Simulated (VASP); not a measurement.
# PbS (R3m) in VASP: a series of runs

The runs below take PbS through single point, relaxation of the atoms, with PBE, BLYP+D3.

Everything below comes from runs of VASP 6.6.1. Logs are shortened: lines on timing, memory, paths and dates and some standing lists are left out, and cuts for length are marked.

## (1) The structure

The structure is trigonal, space group R3m (No. 160). Conventional cell: a = 4.225 Å, b = 4.225 Å, c = 10.356 Å, α = 90.00°, β = 90.00°, γ = 120.00°. Around Pb (site symmetry 3m) lie 6 S at 2.96 to 3.02 Å. S (site symmetry 3m) is surrounded by 6 Pb at 2.96 to 3.02 Å.

The cell is a database's computed one.

## (2) Single point, PBE

File INCAR:

```
SYSTEM = PbS
PREC = Accurate
ENCUT = 520
EDIFF = 1E-6
ISMEAR = 0
SIGMA = 0.05
LREAL = .False.
LASPH = .True.
NELM = 80
ALGO = Normal
ISIF = 2
LWAVE = .False.
LCHARG = .False.
GGA = PE
NBANDS = 17
```

File KPOINTS:

```
Automatic mesh
0
Gamma
  8 8 8
  0 0 0
```

File POSCAR:

```
PbS
1.0
    2.1126617058      1.2197458045      3.4519162518
   -2.1126617058      1.2197458045      3.4519162518
    0.0000000000     -2.4394916091      3.4519162518
Pb S
1 1
Direct
    0.9805657800      0.9805657800      0.9805657800
    0.4750355500      0.4750355500      0.4750355500
```

Potentials or basis: VASP PAW PBE potentials, release 54 (Pb_d, S).

Launch:

```console
$ cat potpaw_PBE.54/Pb_d/POTCAR potpaw_PBE.54/S/POTCAR > POTCAR
$ mpirun -np 1 vasp_std > vasp.out
```

OUTCAR:

```text
SYSTEM = PbS
   PREC = Accurate
   ENCUT = 520
   EDIFF = 1E-6
   ISMEAR = 0
   LREAL = .False.
   LASPH = .True.
   NELM = 80
   ISIF = 2
   GGA = PE

 ion  position               nearest neighbor table
   1  0.981  0.981  0.981-   2 2.96   2 2.96   2 2.96   2 3.02   2 3.02   2 3.02
   2  0.475  0.475  0.475-   1 2.96   1 2.96   1 2.96   1 3.02   1 3.02   1 3.02

  LATTYP: Found a trigonal (rhomboedric) cell.
 ALAT       =     4.2269191050
 COS(alpha) =     0.5003774362

  Lattice vectors:

 A1 = (   2.1126617058,   1.2197458045,   3.4519162518)
 A2 = (  -2.1126617058,   1.2197458045,   3.4519162518)
 A3 = (   0.0000000000,  -2.4394916091,   3.4519162518)

Analysis of symmetry for initial positions (statically):
=====================================================================
 Subroutine PRICEL returns:
 Original cell was already a primitive cell.

 Routine SETGRP: Setting up the symmetry group for a
 trigonal (rhombohedral) supercell.

 Subroutine GETGRP returns: Found  6 space group operations
 (whereof  6 operations were pure point group operations)
 out of a pool of 12 trial point group operations.

The static configuration has the point symmetry C_3v.

Analysis of symmetry for dynamics (positions and initial velocities):
=====================================================================
 Subroutine PRICEL returns:
 Original cell was already a primitive cell.

 Routine SETGRP: Setting up the symmetry group for a
 trigonal (rhombohedral) supercell.

 Subroutine GETGRP returns: Found  6 space group operations
 (whereof  6 operations were pure point group operations)
 out of a pool of 12 trial point group operations.

The dynamic configuration has the point symmetry C_3v.

 Subroutine INISYM returns: Found  6 space group operations
 (whereof  6 operations are pure point group operations),
 and found     1 'primitive' translations

----------------------------------------------------------------------------------------

                                     Primitive cell

  volume of cell :      53.3717

  direct lattice vectors                    reciprocal lattice vectors
     2.112661706  1.219745805  3.451916252     0.236668274  0.136640492  0.096564722
    -2.112661706  1.219745805  3.451916252    -0.236668274  0.136640492  0.096564722
     0.000000000 -2.439491609  3.451916252     0.000000000 -0.273280984  0.096564722

  length of vectors
     4.226919105  4.226919105  4.226919105     0.289840028  0.289840028  0.289840028

  position of ions in fractional coordinates (direct lattice)
[... 79 lines left out ...]
   EDIFF  = 0.1E-05   stopping-criterion for ELM
   LREAL  =      F    real-space projection
   EDIFFG = 0.1E-04   stopping-criterion for IOM
   NSW    =      0    number of steps for IOM
   IBRION =     -1    ionic relax: 0-MD 1-quasi-New 2-CG
   NFREE  =      0    steps in history (QN), initial steepest desc. (CG)
   ISIF   =      2    stress and relaxation
   ISYM   =      2    0-nonsym 1-usesym 2-fastsym
   POTIM  = 0.5000    time-step for ionic-motion
   TEBEG  =    0.0;   TEEND  =   0.0 temperature during run
   PSTRESS=    0.0 pullay stress
   NELECT =      20.0000    total number of electrons
   NUPDOWN=      -1.0000    fix difference up-down
   EMIN   =  10.00;   EMAX   =-10.00  energy-range for DOS
   EFERMI =   0.00;   METHOD = LEGACY
   ISMEAR =     0;   SIGMA  =   0.05  broadening in eV -4-tet -1-fermi 0-gaus
   EFERMI_NEDOS =   21; number of points for ismear=-14 and -15
   IALGO  =     38    algorithm
   IMIX   =      4    mixing-type and parameters
     AMIX     =   0.40;   BMIX     =  1.00
     AMIX_MAG =   1.60;   BMIX_MAG =  1.00
  volume/ion in A,a.u.               =      26.69       180.08
  Fermi-wavevector in a.u.,A,eV,Ry     =   1.180270  2.230386 18.953411  1.393036
  Thomas-Fermi vector in A             =   2.316565
   LORBIT       =      0    0 simple, 1 ext, 2 COOP (PROOUT), +10 PAW based schemes
   GGA     = PE    functional components
   LHFCALC =     F    Hartree Fock is set to
   AEXX    =    0.0000 exact exchange contribution
   IVDW    =     0    specifies the selected vdW correction
   LEPSILON=     F    determine dielectric tensor
   LRPA    =     F    only Hartree local field effects (RPA)
 non-spin polarized calculation
 Gauss-broadening in eV      SIGMA  =   0.05
  energy-cutoff  :      520.00
  volume of cell :       53.37
 maximum number of plane-waves:      1459
   NGX = 15   NGY = 15   NGZ = 15

 number of electron      20.0000002 magnetization

 Free energy of the ion-electron system (eV)
  ---------------------------------------------------
  ext. energy  EPLUGINS =         0.00000000
  ---------------------------------------------------
  free energy    TOTEN  =        -8.76706352 eV

  energy without entropy =       -8.76706352  energy(sigma->0) =       -8.76706352

 E-fermi :   5.7192     XC(G=0):  -9.5751

 val. band max:        5.4962702207   @ k =   0.5000   0.0000   0.0000
 cond. band min:       5.9562589918   @ k =   0.5000   0.0000   0.0000
 fundamental gap:      0.4599887711
 Fermi energy:         5.7191501246

 k-point     1 :       0.0000    0.0000    0.0000
  band No.  band energies     occupation
      1     -11.2611      2.00000
      2     -11.2607      2.00000
      3     -11.2607      2.00000
      4     -11.2442      2.00000
      5     -11.2442      2.00000
      6      -7.8725      2.00000
[... 457 lines left out ...]
      4     -11.2374      2.00000
      5     -11.2274      2.00000
      6      -7.1367      2.00000
[... 9 lines left out ...]
     16      15.1343      0.00000
     17      16.3352      0.00000

 [... further k-points ...]

------------------------ aborting loop because EDIFF is reached ----------------------------------------

  FORCE on cell =-STRESS in cart. coord.  units (eV):
  Direction    XX          YY          ZZ          XY          YZ          ZX
  --------------------------------------------------------------------------------------
  -------------------------------------------------------------------------------------
  Total        0.2780918      0.2780918      0.2830187      0.0000000     -0.0000000      0.0000000
  in kB        8.3481071      8.3481071      8.4960095      0.0000000     -0.0000000      0.0000000
  external PRESSURE =       8.3974079 kB  Pullay stress =       0.0000000 kB

 VOLUME and BASIS-vectors are now :
 -----------------------------------------------------------------------------
  energy-cutoff  :      520.00
  volume of cell :       53.37
      direct lattice vectors                 reciprocal lattice vectors
     2.112661706  1.219745805  3.451916252     0.236668274  0.136640492  0.096564722
    -2.112661706  1.219745805  3.451916252    -0.236668274  0.136640492  0.096564722
     0.000000000 -2.439491609  3.451916252     0.000000000 -0.273280984  0.096564722

 POSITION                                       TOTAL-FORCE (eV/Angst)
 -----------------------------------------------------------------------------------
      0.00000     -0.00000     10.15449         0.000000      0.000000     -0.019206
      0.00000     -0.00000      4.91935         0.000000     -0.000000      0.019206
 -----------------------------------------------------------------------------------
    total drift:                                0.000000     -0.000000     -0.000033

  FREE ENERGIE OF THE ION-ELECTRON SYSTEM (eV)
  ---------------------------------------------------
  free  energy   TOTEN  =        -8.7670635178 eV

  energy  without entropy=       -8.7670635178  energy(sigma->0) =       -8.76706352
```

stdout:

```text
POSCAR found type information on POSCAR PbS
 POSCAR found :  2 types and       2 ions
 scaLAPACK will be used
 LDA part: xc-table for (Slater+PW92), standard interpolation
 POSCAR, INCAR and KPOINTS ok, starting setup
 FFT: planning ... GRIDC
 FFT: planning ... GRID_SOFT
 FFT: planning ... GRID
 WAVECAR not read
 entering main loop
```

Run time: 38 s. Hardware: 1 thread of Intel Xeon Platinum 8488C (Sapphire Rapids), shared host; peak memory 0.21 GiB.

What came out:

| Item | Value |
| --- | --- |
| Free energy | -8.7671 eV |
| Pressure | 0.8 GPa |
| Largest force | 0.019 eV/Å |
| Band gap on the k mesh | 0.46 eV, direct |

Forces on the atoms (eV/Å):
```
Pb   0.000  0.000 -0.019
S    0.000  0.000  0.019
```

Caveat: spin-orbit coupling is left out, which as a rule narrows the gap of such compounds by several tenths of an eV.

## (3) Single point, PBE

File run.py:

```python
from ase.calculators.vasp import Vasp
from ase.dft.bandgap import bandgap
from ase.spacegroup import crystal

atoms = crystal(
    ['Pb', 'S'],
    basis=[[0.6666666667, 0.3333333333, 0.3138991133], [0.3333333333, 0.6666666667, 0.1417022167]],
    spacegroup=160,
    setting=1,
    cellpar=[4.22532341, 4.22532341, 10.35574876, 90.0, 90.0, 120.0],
    primitive_cell=True,
)
calc = Vasp(
    directory='calc',
    xc='pbe',
    pp='PBE',
    setups='recommended',
    pp_version='54',
    prec='Accurate',
    encut=520,
    ediff=1e-07,
    ismear=0,
    sigma=0.05,
    lreal=False,
    lasph=True,
    nelm=100,
    algo='Fast',
    isif=2,
    lwave=False,
    lcharg=False,
    kpts=[8, 8, 8],
    gamma=True,
    nbands=17,
)
atoms.calc = calc

print('energy (eV):', atoms.get_potential_energy())
print('free energy (eV):', atoms.get_potential_energy(force_consistent=True))
print('forces (eV/A):')
print(atoms.get_forces())
print('stress (eV/A^3, Voigt):', atoms.get_stress())
print('Fermi level (eV):', calc.get_fermi_level())
gap, top, bottom = bandgap(calc)
print('band gap (eV):', gap, 'from (spin, k, band)', top, 'to', bottom)
```

Potentials or basis: VASP PAW PBE potentials, release 54 (S, Pb_d).

Launch:

```console
$ python run.py
```

It took 48 s on 1 thread of Intel Xeon Platinum 8488C (Sapphire Rapids), shared host; peak memory 0.21 GiB.

The run converged. Its results:

| Item | Value |
| --- | --- |
| Free energy | -8.7671 eV |
| Pressure | 0.9 GPa |
| Largest force | 0.019 eV/Å |
| Band gap on the k mesh | 0.46 eV, direct |

Forces in eV/Å, atoms in the order of the input:
```
S    0.000  0.000  0.019
Pb   0.000  0.000 -0.019
```

Levels at points of the mesh, in eV from the valence-band top:
| k point | band 7 | band 8 | band 9 | band 10 | band 11 | band 12 | band 13 | band 14 |
| --- | --- | --- | --- | --- | --- | --- | --- | --- |
| (0.00, 0.00, 0.00) | -6.04 | -2.03 | -2.03 | -2.03 | 5.14 | 5.17 | 5.17 | 6.83 |
| (0.50, 0.00, 0.00) | -8.69 | -1.67 | -1.66 | 0.00 | 0.46 | 2.05 | 2.05 | 8.66 |
| (0.50, 0.50, 0.00) | -7.15 | -4.97 | -3.27 | -3.26 | 3.97 | 5.53 | 5.63 | 5.65 |
| (0.50, 0.50, 0.50) | -8.68 | -1.66 | -1.66 | -0.03 | 0.49 | 2.05 | 2.05 | 8.65 |

Caveat: spin-orbit coupling is left out, which as a rule narrows the gap of such compounds by several tenths of an eV.

## (4) Relaxation of the atoms, BLYP+D3, spin-orbit coupling, no magnetisation (atoms moved at random, drawn with an rms of 0.02 Å)

File INCAR:

```
PREC     = Accurate       # precision mode
ENCUT    = 520            # plane-wave cutoff, eV
EDIFF    = 1E-6           # SCF threshold, eV
ISMEAR   = 0              # smearing method
SIGMA    = 0.1            # smearing width, eV
LREAL    = False          # projectors in reciprocal space
LASPH    = True           # aspherical terms in the spheres
NELM     = 80             # most SCF steps
ALGO     = Normal         # electronic algorithm
ISIF     = 2              # what is computed and relaxed
LWAVE    = False          # write WAVECAR
LCHARG   = False          # write CHGCAR
MAGMOM   = 0 0 0 0 0 0    # initial moments
LORBIT   = 11             # projections on sites
LSORBIT  = True           # spin-orbit coupling
GGA_COMPAT= False        
GGA      = B5             # functional
ALDAX    = 1.0          
AGGAX    = 1.0          
AGGAC    = 1.0          
ALDAC    = 0.0          
IVDW     = 11             # dispersion correction
VDW_S6   = 1.0          
VDW_S8   = 1.682        
VDW_SR   = 1.094        
VDW_SR8  = 1.0          
IBRION   = 2              # ionic algorithm
NSW      = 40             # ionic steps
EDIFFG   = -0.01          # ionic threshold
```

File KPOINTS:

```
Automatic mesh
0
Gamma
  6 6 6
```

File POSCAR:

```
PbS
1.0
    2.1126617058      1.2197458045      3.4519162518
   -2.1126617058      1.2197458045      3.4519162518
    0.0000000000     -2.4394916091      3.4519162518
Pb S
1 1
Selective dynamics
Direct
    0.9781570000      0.9802100000      0.9783220000  F F F
    0.4749660000      0.4775060000      0.4790440000  T T T
```

Potentials or basis: VASP PAW PBE potentials, release 64 (Pb_d, S).

Launch:

```console
$ cat potpaw_PBE.64/Pb_d/POTCAR potpaw_PBE.64/S/POTCAR > POTCAR
$ mpirun -np 1 vasp_ncl > vasp.out
```

Wall time 9.6 min (1 thread of Intel Xeon Platinum 8488C (Sapphire Rapids), shared host); peak memory 0.63 GiB.

It converged, with:

- Free energy: -8.8441 eV
- Pressure after relaxing: 2.4 GPa
- Valence electrons inside the program's atomic spheres: Pb 11.86; S 3.71
- Dispersion energy per atom: -0.380 eV

Final structure:
```yaml
crystal:
  lattice:
    - [2.11266, 1.21975, 3.45192]
    - [-2.11266, 1.21975, 3.45192]
    - [0.00000, -2.43949, 3.45192]
  atoms:
    - { symbol: Pb, position: [0.97816, 0.98021, 0.97832] }
    - { symbol: S, position: [0.47497, 0.47751, 0.47904] }
```

Caveat: the relaxation stopped at its first step, so nothing moved; the PAW data sets were made with another functional, which shifts forces and pressure a little.

## (5) The reference run

An earlier run on the cell as given: functional PBE; potentials or basis VASP PAW PBE potentials, release 64 (Pb_d, S); cutoff 520 eV; k mesh 8 × 8 × 8; occupations fermi-dirac, width 0.05 eV; no spin polarisation.

- Pressure: 0.8 GPa
- Largest force: 0.019 eV/Å
- Band gap on the k mesh: 0.46 eV, direct

## (6) Overview

| task | level | potentials or basis | spin | cell | k mesh | smearing | atoms held fixed (from 0) | gap on the mesh (eV) | pressure (GPa) | largest force (eV/Å) |
| --- | --- | --- | --- | --- | --- | --- | --- | --- | --- | --- |
| single point | PBE | VASP PAW PBE potentials, release 54 (Pb_d, S) | off | as given | 8 × 8 × 8 | gaussian 0.05 eV | - | 0.46 | 0.8 | 0.02 |
| single point | PBE | VASP PAW PBE potentials, release 54 (S, Pb_d) | off | as given | 8 × 8 × 8 | gaussian 0.05 eV | - | 0.46 | 0.9 | 0.02 |
| relaxation of the atoms | BLYP+D3 | VASP PAW PBE potentials, release 64 (Pb_d, S) | SOC, no magnetisation | atoms relaxed from: atoms moved at random, drawn with an rms of 0.02 Å | 6 × 6 × 6 | gaussian 0.1 eV | [0] | - | 2.4 | - |
| single point | PBE | VASP PAW PBE potentials, release 64 (Pb_d, S) | off | as given | 8 × 8 × 8 | fermi-dirac 0.05 eV | - | 0.46 | 0.8 | 0.02 |

Alike in all rows: cutoff (eV) 520.

Caveats: spin-orbit coupling is left out, which as a rule narrows the gap of such compounds by several tenths of an eV (some runs); the relaxation stopped at its first step, so nothing moved (some runs); the PAW data sets were made with another functional, which shifts forces and pressure a little (some runs).

Total energies depend on the potentials used, so only differences within one code and one set of settings carry meaning.
